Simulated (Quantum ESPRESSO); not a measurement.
Wanted: an ASE script for a Quantum ESPRESSO 7.5 run.

* Task: relaxation of cell and atoms
* Functional: PBEsol
* Dispersion: D3
* Potentials or basis: GBRV 1.5 PBEsol
* Cutoff: 612 eV
* Density cutoff: 4898 eV
* k mesh: 11 × 11 × 11
* Occupations: fermi-dirac, width 0.05 eV
* Spin: no spin polarisation
* ASE optimiser: BFGS
* Mixing beta: 0.5
* Most SCF iterations: 120
* SCF threshold: 2e-10 Ry

The structure of Nb lies in POSCAR:

```
Nb
1.0
   -1.6639500000      1.6639500000      1.6639500000
    1.6639500000     -1.6639500000      1.6639500000
    1.6639500000      1.6639500000     -1.6639500000
Nb
1
Direct
    0.0000000000      0.0000000000      0.0000000000
```

These files were run (other wordings do the same):

run.py

```python
import numpy as np
from ase.calculators.espresso import Espresso, EspressoProfile
from ase.io import read

atoms = read('POSCAR')

input_data = {
    'control': {'calculation': 'scf', 'prefix': 'pwscf', 'outdir': './tmp', 'tprnfor': True, 'tstress': True, 'disk_io': 'low'},
    'system': {'ecutwfc': 45.0, 'ecutrho': 360.0, 'nbnd': 12, 'occupations': 'smearing', 'smearing': 'fd', 'degauss': 0.00367493, 'vdw_corr': 'grimme-d3', 'dftd3_version': 3},
    'electrons': {'conv_thr': 2e-10, 'electron_maxstep': 120, 'mixing_beta': 0.5},
}
pseudopotentials = {'Nb': 'nb_pbesol_v1.uspp.F.UPF'}
profile = EspressoProfile(command='mpirun -n 2 pw.x -nk 2', pseudo_dir='pseudo')
dft = Espresso(profile=profile, input_data=input_data, pseudopotentials=pseudopotentials, kpts=(11, 11, 11), koffset=(0, 0, 0))
atoms.calc = dft

from ase.optimize import BFGS
from ase.filters import FrechetCellFilter
done = BFGS(FrechetCellFilter(atoms), trajectory='opt.traj').run(fmax=0.02, steps=30)
print('converged', done)
print('cell (A)', np.round(atoms.cell.cellpar(), 5))
print(f'energy {atoms.get_potential_energy():.8f} eV')
print('forces (eV/A)')
print(np.round(atoms.get_forces(), 6))
print('stress (eV/A^3, Voigt)')
print(np.round(atoms.get_stress(), 8))
print(f'Fermi level {dft.get_fermi_level():.4f} eV')
```

Potentials or basis: GBRV 1.5 PBEsol.

Command:

```sh
$ OMP_NUM_THREADS=1 python run.py
```

Results of the run:

```yaml
Relaxed_volume: 17.10 Å³/atom
Relaxed_cell: a = 2.811 Å, b = 2.811 Å, c = 2.811 Å, α = 109.47°, β = 109.47°, γ = 109.47°
Space_group_after_relaxing_to_0.05_Å: Im-3m (No. 229)
Energy_gained_by_relaxing: 50.1 meV/atom
Ionic_steps: 3
Pressure_after_relaxing: 0.1 GPa
Band_gap_on_the_k_mesh: none (metal or under the smearing width)
```

Caveat: pairwise dispersion overbinds metals, which lowers pressure and volume.

Wall time 23 s on 2 MPI ranks on Arm Neoverse N1, on a shared host, peak memory 0.18 GiB a rank.
